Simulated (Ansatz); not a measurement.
Set up this calculation in Ansatz 0.2.0, as the native input.

```
Task                : relaxation of cell and atoms
Functional          : PBE
Potentials or basis : Ansatz PAW
Cutoff              : 420 eV (not typed: the program's choice for these potentials)
k mesh              : 6 × 6 × 9
Occupations         : fermi-dirac, width 0.05 eV
Spin                : no spin polarisation
Hubbard terms       : Ta d U = 3 eV
Hubbard projectors  : ortho-atomic (the default)
Double counting     : fll (the default)
```

Crystal: TaN.

```
CELL_PARAMETERS angstrom
5.18500 0.00000 0.00000
-2.59250 4.49034 0.00000
0.00000 0.00000 2.90800
ATOMIC_POSITIONS crystal
Ta 0.00000 0.00000 0.00000
Ta 0.33333 0.66667 0.50000
Ta 0.66667 0.33333 0.50000
N 0.50000 0.00000 0.00000
N 0.50000 0.50000 0.00000
N 0.00000 0.50000 0.00000
```

The input as run:

input.yaml

```yaml
crystal:
  lattice:
    - [5.1850002, 0.0, 0.0]
    - [-2.5925001, 4.49034189, 0.0]
    - [0.0, 0.0, 2.90800053]
  atoms:
    - { symbol: Ta, position: [0.0, 0.0, 0.0] }
    - { symbol: Ta, position: [0.3333333333, 0.6666666667, 0.5] }
    - { symbol: Ta, position: [0.6666666667, 0.3333333333, 0.5] }
    - { symbol: "N", position: [0.5, 0.0, 0.0] }
    - { symbol: "N", position: [0.5, 0.5, 0.0] }
    - { symbol: "N", position: [0.0, 0.5, 0.0] }
hamiltonian:
  xc: pbe
  pseudopotentials: { kind: paw }
  hubbard: { sites: [{ species: Ta, l: d, u_eff: 3.0 }] }
kpoints:
  mp_grid: { grid: [6, 6, 9] }
scf:
  occupations: { method: fermi_dirac, width: 0.05 }
output:
  forces: true
  stress: true
  eigenvalues: true
  write_density: true
  write_potential: true
  elf: true
  volumetric_format: npy
relax:
  f_tol: 0.01
  max_steps: 40
  cell: { stress_tol: 0.05 }
```

Potentials or basis: Ansatz PAW.

Run with:

```console
$ ansatz run input.yaml --threads 2 --pin off --max-ram 5632MiB --backend cpu --events-out ev --progress --plain --runs-dir out
```

It gave:

| Quantity | Value |
| --- | --- |
| Relaxed volume | 11.78 Å³/atom |
| Relaxed cell | a = 5.275 Å, b = 5.275 Å, c = 2.932 Å, α = 90.00°, β = 90.00°, γ = 120.00° |
| Space group after relaxing (to 0.05 Å) | P6/mmm (No. 191) |
| Energy gained by relaxing | 18.9 meV/atom |
| Ionic steps | 7 |
| Pressure after relaxing | 0.0 GPa |
| Band gap on the k mesh | none (metal or under the smearing width) |

Caveat: the plane-wave basis is chosen anew once the cell has moved, so the energies of steps on either side of that aren't comparable; the pressure holds a Pulay correction of +0.4 GPa for the finite cutoff; U without spin polarisation on a metal has little footing.

It took 20 s on 2 threads of Arm Neoverse V2 (shared host), peak memory 0.44 GiB.
